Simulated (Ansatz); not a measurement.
Bi2Se3 (Paraguanajuatite):

```
Bi Se
1.0
     2.07150    1.19598    9.54533
    -2.07150    1.19598    9.54533
     0.00000   -2.39196    9.54533
Bi Se
2 3
Cartesian
  0.0000 0.0000 17.1587
  0.0000 0.0000 11.4773
  0.0000 0.0000 22.5738
  0.0000 0.0000 6.0622
  0.0000 0.0000 0.0000
```

Base run:

```yaml
Program: Ansatz 0.2.0
Functional: exchange-only PBE
Potentials_or_basis: Ansatz PAW
Cutoff: "420 eV (not typed: the program's choice for these potentials)"
k_mesh: 8 × 8 × 8
Occupations: fermi-dirac, width 0.05 eV
Spin: no spin polarisation
```

Its results: band gap on the k mesh 0.29 eV, direct; pressure 11.9 GPa; largest force 0.620 eV/Å.

Problem. The run is repeated on the same cell with these changes: functional from exchange-only PBE to PBE; potentials or basis from Ansatz PAW to SPMS NC; cutoff from 420 eV (not typed: the program's choice for these potentials) to 816 eV (not typed: the program's choice for these potentials). What comes out?

Solution. Band gap on the k mesh 0.21 eV, direct; pressure 2.7 GPa; largest force 0.188 eV/Å.

Caveats: spin-orbit coupling is left out, which as a rule narrows the gap of such compounds by several tenths of an eV; the PAW data sets come from PBE, with cores solved anew for the run's functional, which leaves a small shift of forces and pressure (some runs).
